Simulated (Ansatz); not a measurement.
**Coordination and O-17 quadrupole coupling in HfO2 at a changed volume**

Cell: a structure deposited in the COD, relaxed with PBE at fixed cell and then changed (volume scaled by 0.94, ions relaxed).

Space group P2_1/c (No. 14); a = 5.0135, b = 5.0798, c = 5.1762 Å, β = 99.35°.

| site | Wyckoff | site symmetry | x | y | z |
| --- | --- | --- | --- | --- | --- |
| Hf | 4e | 1 | 0.2778 | 0.0407 | 0.2081 |
| O5 | 4e | 1 | 0.4415 | 0.7608 | 0.4865 |
| O9 | 4e | 1 | 0.0856 | 0.3648 | 0.3176 |

One atom of each set is listed.

Method: Kohn–Sham DFT in Ansatz, PBE, plane waves and PAW, scalar-relativistic, 420 eV cutoff, Γ-centred 6×6×6 k-points, Fermi–Dirac smearing 0.02 eV.

Q(O-17) = -25.58 mb.

**Question.** Order the O environments from the weakest to the strongest quadrupole coupling.
A. O5: 4 Hf at 2.09–2.18 Å
B. O9: 3 Hf at 2.01–2.15 Å; also 1 Hf at 3.34 Å

**Answer.** A (0.778 MHz, η = 0.79), B (1.08 MHz, η = 0.85).

Like point charges on the first shell alone (each adding as 1/d³) would give the same order.

Without spin–orbit coupling the gradients at and beside Hf can be off by some per cent, at some sites by more. At this changed cell the PBE pressure is 18 GPa.
